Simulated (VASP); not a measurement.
Here is a VASP 6.6.1 calculation.

INCAR

```
SYSTEM = Si
  ALGO = Fast
  EDIFF = 1E-7
  ENCUT = 520
  GGA = PS
  ISIF = 2
  ISMEAR = 0
  LASPH = .True.
  LCHARG = .False.
  LREAL = Auto
  LWAVE = .False.
  NBANDS = 48
  NELM = 100
  PREC = Accurate
  SIGMA = 0.05
```

KPOINTS

```
k-points
0
Gamma
  2 2 2
  0 0 0
```

File POSCAR:

```
Si
1.0
    0.0000000000      5.4300000000      5.4300000000
    5.4300000000      0.0000000000      5.4300000000
    5.4300000000      5.4300000000      0.0000000000
Si
17
Direct
   -0.0078836952     -0.0087045043      0.0248542105
    0.1227840657      0.1218320318      0.1349701920
    0.0015864976      0.0006118953      0.5073852206
    0.1163324938      0.1153268341      0.6524711007
    0.0185358150      0.4931648699     -0.0053484916
    0.1227529275      0.6199629476      0.1349700223
    0.0015868778      0.4898764662      0.5073767137
    0.1662497878      0.6064621895      0.6202153809
    0.4940525662      0.0177174036     -0.0054130055
    0.6208016989      0.1218627872      0.1349661851
    0.4908754251      0.0005988607      0.5073818005
    0.6074942309      0.1653218593      0.6201497156
    0.4940615958      0.4931764317     -0.0054025279
    0.6519347889      0.6511532975      0.0453437509
    0.5247932917      0.5238863300      0.4269333171
    0.6075419173      0.6064721313      0.6201617669
    0.7889312152      0.7880328685      0.6345474484
```

Potentials or basis: VASP PAW PBE potentials, release 64 (Si).

Run with:

```console
$ cat potpaw_PBE.64/Si/POTCAR > POTCAR
$ mpirun -np 1 vasp_std > vasp.out
```

(1) Estimate the pressure.

(2) Predict the band gap on the k mesh.

(3) Predict the largest force.

Results:

(1) 2.4 GPa.

(2) none (metal or under the smearing width).

(3) 0.022 eV/Å.

Caveat: the k mesh is coarse (spacing up to 0.50 Å⁻¹), so the values aren't converged; the PAW data sets were made with another functional, which shifts forces and pressure a little.
